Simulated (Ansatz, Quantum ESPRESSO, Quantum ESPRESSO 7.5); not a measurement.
# Band offsets of the AlP/MgS(110) superlattice, 5 + 5 layers, a = 5.493 Å

How do the band edges meet in the AlP/MgS(110) superlattice, 5 + 5 layers, a = 5.493 Å?

Main program and level: Quantum ESPRESSO 7.5; plane-wave DFT, LDA, GBRV ultrasoft pseudopotentials (cross-check by Ansatz 0.2.0 with PAW datasets).

### Step 1. The starting structure

The cell holds 20 atoms: 5 Al, 5 P, 5 Mg and 5 S. Its edges and angles: a = 5.493 Å, b = 3.884 Å, c = 19.421 Å, α = 90.0°, β = 90.0°, γ = 90.0°. Regions: AlP, 10 atoms (5 Al and 5 P); MgS, 10 atoms (5 Mg and 5 S). The structure's axis is c.

### Step 2. The superlattice in Ansatz, atoms held

The atoms stay on the ideal cubic sites, so that each half of the superlattice is the very crystal whose bulk edges are computed below.

The input, input.yaml:

```yaml
crystal:
  lattice:
    - [5.493, 0.0, 0.0]
    - [0.0, 3.8841375491, 0.0]
    - [0.0, 0.0, 19.4206877453]
  atoms:
    - { symbol: Al, position: [0.0, 0.0, 0.0] }
    - { symbol: P, position: [0.25, 0.5, 0.0] }
    - { symbol: Al, position: [0.5, 0.5, 0.1] }
    - { symbol: P, position: [0.75, 0.0, 0.1] }
    - { symbol: Al, position: [0.0, 0.0, 0.2] }
    - { symbol: P, position: [0.25, 0.5, 0.2] }
    - { symbol: Al, position: [0.5, 0.5, 0.3] }
    - { symbol: P, position: [0.75, 0.0, 0.3] }
    - { symbol: Al, position: [0.0, 0.0, 0.4] }
    - { symbol: P, position: [0.25, 0.5, 0.4] }
    - { symbol: Mg, position: [0.5, 0.5, 0.5] }
    - { symbol: S, position: [0.75, 0.0, 0.5] }
    - { symbol: Mg, position: [0.0, 0.0, 0.6] }
    - { symbol: S, position: [0.25, 0.5, 0.6] }
    - { symbol: Mg, position: [0.5, 0.5, 0.7] }
    - { symbol: S, position: [0.75, 0.0, 0.7] }
    - { symbol: Mg, position: [0.0, 0.0, 0.8] }
    - { symbol: S, position: [0.25, 0.5, 0.8] }
    - { symbol: Mg, position: [0.5, 0.5, 0.9] }
    - { symbol: S, position: [0.75, 0.0, 0.9] }
kpoints:
  mp_grid: { grid: [6, 8, 1] }
hamiltonian:
  xc: lda
scf:
  occupations: { method: fermi_dirac, width: 0.02 }
  convergence: { dr2_threshold: 1.0e-08 }
output:
  eigenvalues: true
  write_potential: true
  write_density: true
  volumetric_format: npy
checkpoint:
  write: relax.run
  compress: false
  write_wavefunctions: false
```

Started as:

```
$ ansatz run input.yaml --threads 4 --pin off --max-ram 8192MiB --backend cpu --events-out ev --progress --plain --runs-dir out
```

Numbers of over 12 decimals in the logs are rounded to 6 here.

What it wrote:

```text
Engine: ansatz 0.2.0, aarch64-unknown-linux-gnu
Pseudopotentials: kind: paw
Pseudopotential: Al, paw, valence charge 3, recommended cutoff 420 eV (normal), Al.paw.azcp
Pseudopotential: P, paw, valence charge 5, recommended cutoff 420 eV (normal), P.paw.azcp
Pseudopotential: Mg, paw, valence charge 10, recommended cutoff 420 eV (normal), Mg.paw.azcp
Pseudopotential: S, paw, valence charge 6, recommended cutoff 420 eV (normal), S.paw.azcp
Functional definition: SPW92
  exchange = slater_x
  correlation = pw_c
Crystal: 20 atoms, lattice volume = 414.351 Å³
Basis set: ecut = 420 eV, 8139 PW (Γ)
Bands: 80, of which v1, the nominal top of the filled ones, is band 60 counted from 1 (59 counted from 0)
Symmetry: 4 space group operations
Space group: Pmm2 (ITA 25), of the structure as read, at distance tolerance 7.5e-5 Å
k-points: 20 of 48 (time reversal used)
Non-local potential: Al, projectors of the file, l = 0: 2, l = 1: 2, l = 2: 1
Non-local potential: P, projectors of the file, l = 0: 2, l = 1: 2, l = 2: 2
Non-local potential: Mg, projectors of the file, l = 0: 3, l = 1: 2, l = 2: 1
Non-local potential: S, projectors of the file, l = 0: 2, l = 1: 2, l = 2: 2
PAW form: soft (Blöchl's): semilocal exchange-correlation on the pseudo side does not see the compensation charge
PAW frozen core: Al, regenerated for the run's functional, and the local potential with it (the file was generated under x = pbe(κ = 0.804, μ = 0.219515), c = pbe(β = 0.066725))
PAW frozen core: P, regenerated for the run's functional, and the local potential with it (the file was generated under x = pbe(κ = 0.804, μ = 0.219515), c = pbe(β = 0.066725))
PAW frozen core: Mg, regenerated for the run's functional, and the local potential with it (the file was generated under x = pbe(κ = 0.804, μ = 0.219515), c = pbe(β = 0.066725))
PAW frozen core: S, regenerated for the run's functional, and the local potential with it (the file was generated under x = pbe(κ = 0.804, μ = 0.219515), c = pbe(β = 0.066725))
PAW one-centre angular grid: Al, 110 points (default); XC on 64 Gauss nodes
PAW one-centre angular grid: P, 110 points (default); XC on 64 Gauss nodes
PAW one-centre angular grid: Mg, 110 points (default); XC on 64 Gauss nodes
PAW one-centre angular grid: S, 110 points (default); XC on 64 Gauss nodes
Initial density: superposition of atomic densities (neutral atoms: chi_scale 0, normalization atom), corrected by the library's trained network
Initial wavefunctions: pseudopotential atomic-orbital guess
Functional: x = slater, c = lda
SCF iter   1: F=—  HF=-20069.462578 eV  |F-HF|=—  |Δ(HF+E_count)|=         —  Δρ=5.47e-3  dr2=1.00e-1  ethr=1.77e-3  ⟨swp⟩=9.1  Hψ=8030  notcnv=0  defer=86
preconditioner: auto → Resta (q_TF=auto, 2.219 Å⁻¹)  ε∞=4.2  [insulator: Δε(μ)=1.624 eV  Ē_g=9.080 eV  σ=0.020 eV  W_gap=1.00  n_scr=80 (ndim 8)  ℏωp=16.3 eV  f_vac=0.000  D(μ)=0.00/eV (n_scr^D=0)  ε∞_Penn≈4.2]
SCF iter   2: F=—  HF=-20069.430326 eV  |F-HF|=—  |Δ(HF+E_count)|=   3.23e-2  Δρ=2.70e-3  dr2=2.59e-2  ethr=8.36e-5  ⟨swp⟩=2.8  Hψ=3056  notcnv=0  defer=290
SCF iter   3: F=—  HF=-20069.422357 eV  |F-HF|=—  |Δ(HF+E_count)|=   7.97e-3  Δρ=6.26e-4  dr2=2.27e-3  ethr=2.16e-5  ⟨swp⟩=2.4  Hψ=2051  notcnv=0  defer=290
SCF iter   4: F=—  HF=-20069.422067 eV  |F-HF|=—  |Δ(HF+E_count)|=   2.90e-4  Δρ=1.62e-4  dr2=1.81e-4  ethr=1.89e-6  ⟨swp⟩=2.1  Hψ=1761  notcnv=0  defer=290
SCF iter   5: F=—  HF=-20069.422066 eV  |F-HF|=—  |Δ(HF+E_count)|=   8.57e-7  Δρ=4.07e-5  dr2=8.42e-6  ethr=1.51e-7  ⟨swp⟩=2.2  Hψ=1838  notcnv=0  defer=290
SCF iter   6: F=—  HF=-20069.421944 eV  |F-HF|=—  |Δ(HF+E_count)|=   1.22e-4  Δρ=1.10e-5  dr2=1.30e-6  ethr=7.02e-9  ⟨swp⟩=2.6  Hψ=2622  notcnv=0  defer=290
SCF iter   7: F=—  HF=-20069.421944 eV  |F-HF|=—  |Δ(HF+E_count)|=   2.16e-8  Δρ=2.59e-6  dr2=4.80e-8  ethr=1.08e-9  ⟨swp⟩=2.0  Hψ=1869  notcnv=0  defer=290
SCF iter   8: F=-20069.421944 eV  HF=-20069.421944 eV  |F-HF|=2.32e-9  |Δ(HF+E_count)|=  9.97e-10  Δρ=5.11e-7  dr2=3.11e-9  ethr=8.33e-12  ⟨swp⟩=14.4  Hψ=8455  notcnv=0
SCF 1 converged in 8 iterations: F = -20069.421944 eV  dr2 = 3.11e-9
  greatest PAW one-centre occupation: 1.000 electrons in one spin orbital (limit 2), on the Mg atom at site 10 (counted from 0), in its partial waves of l = 1
SCF converged after 8 iterations
Free energy (F): -20069.421944 eV
Harris-Foulkes:  -20069.421944 eV  (|F-HF|=2.32e-9)
Internal energy: -20069.421944 eV  (E = F + TS)
E sigma→0 (E₀):  -20069.421944 eV
Fermi energy:    5.809529 eV
--- Per-component energies (eV) ---
  E_band       = -1790.863174
  E_kinetic    = 1399.470161
  E_local      = -15402.776950  (includes V_loc(G=0)·N_el)
  E_nonlocal   = 860.384204
  E_hartree    = 6333.564030
  E_xc         = -1135.828448
  E_vxc        = -1087.114046  (∫ρ·V_xc dr)
  E_paw        = -9115.887406  (= ΣΔE_a)
  E_vpaw       = -227.951015  (= ΣTr[D̂ρ^β])
  E_aug_tail   = -0.000003  (compensation charges beyond the density's cutoff)
  E_ewald      = -3010.731257
  E_core_change = 2.383725  (= ΣΔE_core)
  E_smearing   = -0.000000  (= −TS)
  E_closure    = 0.000000  (closes the sum)
  Σ components = -20069.421944   (vs F -20069.421944, Δ=0.00e0)
--- Band table (eV; the first three rows and the last of 20) ---
  k-point 0: bands = [... 56 lower, 4.5812, 4.7473, 4.7691, 4.9723, 6.6468, 7.2422, 7.3486, 7.4394, ... 16 higher]
  k-point 1: bands = [... 56 lower, 4.1678, 4.2632, 4.5906, 4.6284, 7.0310, 7.8067, 8.0514, 8.0558, ... 16 higher]
  k-point 2: bands = [... 56 lower, 3.7046, 3.7094, 4.0600, 4.5750, 7.5556, 7.7491, 7.7799, 8.2726, ... 16 higher]
  k-point 19: bands = [... 56 lower, 3.6094, 3.9858, 4.1708, 4.3183, 7.5637, 8.1384, 8.5507, 8.7640, ... 16 higher]
```

The job ended after 26 s (4 threads of Arm Neoverse V1, shared host; peak memory 1.2 GiB).

Read from the output:

* free energy: -20069.4219 eV
* Fermi energy: 5.810 eV
* gap by band count: 1.674 eV
* symmetry operations: 4

### Step 3. SCF with pw.x of bulk AlP

Each bulk is run alone at the common lattice constant, to place its band edges against its own mean potential.

Level of this step: plane-wave DFT, LDA, GBRV ultrasoft pseudopotentials (Quantum ESPRESSO 7.5).

System of this step: AlP, zinc blende at a = 5.493 Å. It takes space group F-43m (No. 216, cubic). Conventional cell: a = 5.493 Å, b = 5.493 Å, c = 5.493 Å, α = 90.00°, β = 90.00°, γ = 90.00°. Nearest to Al lie 4 P at 2.38 Å. Nearest to P lie 4 Al at 2.38 Å. Farther neighbours are not listed.

The input, a.in:

```
&control
  prefix = 'a'
  outdir = './out'
  pseudo_dir = './pseudo'
  calculation = 'scf'
  tprnfor = .true.
/
&system
  ibrav = 0
  nat = 4
  ntyp = 2
  ecutwfc = 40
  ecutrho = 200
  occupations = 'smearing'
  smearing = 'fd'
  degauss = 0.002
/
&electrons
  conv_thr = 1e-07
  mixing_beta = 0.5
  electron_maxstep = 120
/
ATOMIC_SPECIES
  Al  26.9815  al_lda_v1.uspp.F.UPF
  P   30.9738  p_lda_v1.5.uspp.F.UPF
CELL_PARAMETERS angstrom
  5.49300000000000 0.00000000000000 0.00000000000000
  0.00000000000000 3.88413754905771 0.00000000000000
  0.00000000000000 0.00000000000000 3.88413754905771
ATOMIC_POSITIONS crystal
  Al  0.000000000000 0.000000000000 0.000000000000
  P   0.250000000000 0.500000000000 0.000000000000
  Al  0.500000000000 0.500000000000 0.500000000000
  P   0.750000000000 0.000000000000 0.500000000000
K_POINTS automatic
  6 8 8 0 0 0
```

Started as:

```
$ OMP_NUM_THREADS=1 mpirun -n 4 pw.x -nk 4 -in a.in > a.out
```

What it wrote:

```text
Program PWSCF v.7.5 starts
[citation notice left out]

     Parallel version (MPI & OpenMP), running on       4 processor cores
     Number of MPI processes:                 4
     Threads/MPI process:                     1

     MPI processes distributed on     1 nodes
[...]
Current dimensions of program PWSCF are:
     Max number of different atomic species (ntypx) = 10
     Max number of k-points (npk) =  40000
     Max angular momentum in pseudopotentials (lmaxx) =  4
     Found identity + ( -0.5000  0.5000  0.5000) symmetry
     This is a supercell, fractional translations are disabled
     Message from routine setup:
     using ibrav=0 with symmetry is DISCOURAGED, use correct ibrav instead

     K-points division:     npool     =       4
     Subspace diagonalization in iterative solution of the eigenvalue problem:
     a serial algorithm will be used

     G-vector sticks info
     --------------------
     sticks:   dense  smooth     PW     G-vecs:    dense   smooth      PW
     Sum        1215     965    299                26699    19105    3243

     Using Slab Decomposition

     bravais-lattice index     =            0
     lattice parameter (alat)  =      10.3803  a.u.
     unit-cell volume          =     559.2364 (a.u.)^3
     number of atoms/cell      =            4
     number of atomic types    =            2
     number of electrons       =        16.00
     number of Kohn-Sham states=           12
     kinetic-energy cutoff     =      40.0000  Ry
     charge density cutoff     =     200.0000  Ry
     scf convergence threshold =      1.0E-07
     mixing beta               =       0.5000
     number of iterations used =            8  plain     mixing
     Exchange-correlation=  SLA  PZ   NOGX NOGC
                           (   1   1   0   0   0   0   0)

     celldm(1)=  10.380266  celldm(2)=   0.000000  celldm(3)=   0.000000
     celldm(4)=   0.000000  celldm(5)=   0.000000  celldm(6)=   0.000000

     crystal axes: (cart. coord. in units of alat)
               a(1) = (   1.000000   0.000000   0.000000 )
               a(2) = (   0.000000   0.707107   0.000000 )
               a(3) = (   0.000000   0.000000   0.707107 )

     reciprocal axes: (cart. coord. in units 2 pi/alat)
               b(1) = (  1.000000  0.000000  0.000000 )
               b(2) = (  0.000000  1.414214  0.000000 )
               b(3) = (  0.000000  0.000000  1.414214 )

     PseudoPot. # 1 for Al read from file:
     ./pseudo/al_lda_v1.uspp.F.UPF
     Pseudo is Ultrasoft + core correction, Zval =  3.0
     Generated by new atomic code, or converted to UPF format
     Using radial grid of  893 points,  3 beta functions with:
                l(1) =   0
                l(2) =   1
                l(3) =   2
     Q(r) pseudized with  8 coefficients,  rinner =    0.900   0.900   0.900
                                                       0.900   0.900

     PseudoPot. # 2 for P  read from file:
     ./pseudo/p_lda_v1.5.uspp.F.UPF
     Pseudo is Ultrasoft + core correction, Zval =  5.0
     Generated by new atomic code, or converted to UPF format
     Using radial grid of  903 points,  6 beta functions with:
                l(1) =   0
                l(2) =   0
                l(3) =   1
                l(4) =   1
                l(5) =   2
                l(6) =   2
     Q(r) pseudized with  8 coefficients,  rinner =    1.300   1.300   1.300
                                                       1.300   1.300

     atomic species   valence    mass     pseudopotential
     Al                3.00    26.98150     Al( 1.00)
     P                 5.00    30.97380     P ( 1.00)

      8 Sym. Ops. (no inversion) found

   Cartesian axes

     site n.     atom                  positions (alat units)
         1        Al     tau(   1) = (   0.0000000   0.0000000   0.0000000  )
         2        P      tau(   2) = (   0.2500000   0.3535534   0.0000000  )
         3        Al     tau(   3) = (   0.5000000   0.3535534   0.3535534  )
         4        P      tau(   4) = (   0.7500000   0.0000000   0.3535534  )

     number of k points=    60  Fermi-Dirac smearing, width (Ry)=  0.0020
                       cart. coord. in units 2pi/alat
        k(    1) = (   0.0000000   0.0000000   0.0000000), wk =   0.0052083
        k(    2) = (   0.0000000   0.0000000   0.1767767), wk =   0.0208333
        k(    3) = (   0.0000000   0.0000000   0.3535534), wk =   0.0208333
        k(    4) = (   0.0000000   0.0000000   0.5303301), wk =   0.0208333
        k(    5) = (   0.0000000   0.0000000  -0.7071068), wk =   0.0104167
        k(    6) = (   0.0000000   0.1767767   0.1767767), wk =   0.0208333
        k(    7) = (   0.0000000   0.1767767   0.3535534), wk =   0.0416667
        k(    8) = (   0.0000000   0.1767767   0.5303301), wk =   0.0416667
        k(    9) = (   0.0000000   0.1767767  -0.7071068), wk =   0.0208333
        k(   10) = (   0.0000000   0.3535534   0.3535534), wk =   0.0208333
[...]
k(   60) = (  -0.5000000  -0.7071068  -0.7071068), wk =   0.0052083

     Dense  grid:    26699 G-vectors     FFT dimensions: (  48,  36,  36)

     Smooth grid:    19105 G-vectors     FFT dimensions: (  45,  30,  30)

     Estimated max dynamical RAM per process >      46.93 MB

     Estimated total dynamical RAM >     168.16 MB

     Initial potential from superposition of free atoms

     starting charge      15.9953, renormalised to      16.0000
     Starting wfcs are   16 randomized atomic wfcs

     total cpu time spent up to now is        0.7 secs

     per-process dynamical memory:    28.7 Mb

     Self-consistent Calculation

     iteration #  1     ecut=    40.00 Ry     beta= 0.50
     Davidson diagonalization with overlap
     ethr =  1.00E-02,  avg # of iterations =  3.5

     total cpu time spent up to now is        1.5 secs

     total energy              =     -44.55750522 Ry
     estimated scf accuracy    <       0.18368375 Ry

     iteration #  2     ecut=    40.00 Ry     beta= 0.50
[...]
total energy              =     -44.58495268 Ry
     estimated scf accuracy    <       0.01486053 Ry

     iteration #  3     ecut=    40.00 Ry     beta= 0.50
[...]
total energy              =     -44.58479474 Ry
     estimated scf accuracy    <       0.00274688 Ry

     iteration #  4     ecut=    40.00 Ry     beta= 0.50
[...]
total energy              =     -44.58494522 Ry
     estimated scf accuracy    <       0.00003630 Ry

     iteration #  5     ecut=    40.00 Ry     beta= 0.50
[...]
c_bands:  1 eigenvalues not converged
[...]
total energy              =     -44.58499404 Ry
     estimated scf accuracy    <       0.00003193 Ry

     iteration #  6     ecut=    40.00 Ry     beta= 0.50
[...]
total energy              =     -44.58500091 Ry
     estimated scf accuracy    <       0.00000017 Ry

     iteration #  7     ecut=    40.00 Ry     beta= 0.50
[...]
total energy              =     -44.58500113 Ry
     estimated scf accuracy    <       0.00000042 Ry

     iteration #  8     ecut=    40.00 Ry     beta= 0.50
[...]
End of self-consistent calculation

          k = 0.0000 0.0000 0.0000 (  2429 PWs)   bands (ev):

    -6.7785  -4.4688  -0.6593   2.5558   2.5558   4.6577   4.6577   4.6577
     6.1350   6.9815   7.5749   9.0798

          k = 0.0000 0.0000 0.1768 (  2407 PWs)   bands (ev):

    -6.6645  -4.4595  -0.5754   1.9820   2.6508   3.8226   4.3781   4.6295
     6.5027   7.7156   8.1304   9.0566

          k = 0.0000 0.0000 0.3536 (  2419 PWs)   bands (ev):

    -6.3341  -4.4987  -0.3837   1.2446   2.4395   2.9242   3.6433   4.5098
     6.9699   8.6315   9.2068   9.5053

          k = 0.0000 0.0000 0.5303 (  2393 PWs)   bands (ev):

    -5.8284  -4.7439  -0.1774   1.2002   1.2205   2.7097   3.3367   4.2354
     7.5744   8.7398   9.7291  10.0075

          k = 0.0000 0.0000-0.7071 (  2390 PWs)   bands (ev):

    -5.2411  -5.2411   0.2963   0.2963   1.8270   1.8270   3.8115   3.8115
     8.2688   8.2689  10.5608  10.7089

          k = 0.0000 0.1768 0.1768 (  2403 PWs)   bands (ev):

    -6.5514  -4.4443  -0.4989   2.0111   2.1528   3.5057   4.1841   4.1841
     7.2091   8.0924   8.4527   8.7168

[...]
the Fermi energy is     5.3465 ev

!    total energy              =     -44.58500123 Ry
     estimated scf accuracy    <       0.00000005 Ry
     smearing contrib. (-TS)   =      -0.00000000 Ry
     internal energy E=F+TS    =     -44.58500123 Ry

     The total energy is F=E-TS. E is the sum of the following terms:
     one-electron contribution =       6.66676037 Ry
     hartree contribution      =       3.72672513 Ry
     xc contribution           =     -20.30820053 Ry
     ewald contribution        =     -34.67028621 Ry

     convergence has been achieved in   8 iterations

     Forces acting on atoms (cartesian axes, Ry/au):

     atom    1 type  1   force =     0.00000000    0.00000000    0.00000000
     atom    2 type  2   force =    -0.00000049    0.00000000    0.00000000
     atom    3 type  1   force =     0.00000000    0.00000000    0.00000000
     atom    4 type  2   force =     0.00000049    0.00000000    0.00000000

     Total force =     0.000001     Total SCF correction =     0.000012
     SCF correction compared to forces is large: reduce conv_thr to get better values

[...]
=------------------------------------------------------------------------------=
   JOB DONE.
=------------------------------------------------------------------------------=
```

It took 7.8 s on 4 MPI ranks; peak memory 0.32 GiB.

Numbers from this step:

```
free energy  : -606.6098 eV
Fermi energy : 5.346 eV
```

The run needed 8 iterations to bring the estimated error under 1e-07 Ry.

(Continued in part 2 of 7.)

[Logs are printed without paths, hosts, clocks, repeated set-up lines and the standing remarks that a program may print on its own settings, such as how far it seeks lower states.]

[Hosts, paths, dates, database ids (printed as entryN), source tags and the programs' standing remarks are cut or masked in the printed files.]

[Maps of the electrostatic potential energy from Ansatz leave out the sawtooth potential of an applied field or a dipole correction, so their vacuum need not be flat; planar profiles and work functions include it.]
